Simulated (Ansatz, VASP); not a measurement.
## Two plane-wave programs on TiC

```
CELL_PARAMETERS angstrom
0.00000 2.16572 2.16572
2.16572 0.00000 2.16572
2.16572 2.16572 0.00000
ATOMIC_POSITIONS crystal
Ti 0.00000 0.00000 0.00000
C 0.50000 0.50000 0.50000
```

The cell is a database's computed one.

Alike in both runs: functional PBEsol; k mesh 11 × 11 × 11; occupations fermi-dirac, width 0.05 eV; no spin polarisation; Hubbard terms Ti d U = 2.0 eV.

```csv
,VASP,Ansatz
version,VASP 6.6.1,Ansatz 0.2.0
potentials or method,"VASP PAW PBE potentials, release 64 (Ti_sv, C)",Ansatz PAW
plane-wave cutoff (eV),520,420
valence electrons in the cell,16,16
task,single point,band structure
```

|  | VASP | Ansatz | Ansatz less VASP |
| --- | --- | --- | --- |
| gap on the k mesh at the Fermi level (eV) | none | none | - |
| pressure (GPa) | -0.8 | -3.7 | -2.94 |

The programs project onto different local orbitals, so the same U acts differently. A gap of «none» marks a metal or a gap that the smearing closes.

Caveats: U without spin polarisation on a metal has little footing; the U is typed as a test and isn't derived for this compound; the PAW data sets were made with another functional, which shifts forces and pressure a little (VASP); the PAW data sets come from PBE, with cores solved anew for the run's functional, which leaves a small shift of forces and pressure (Ansatz).
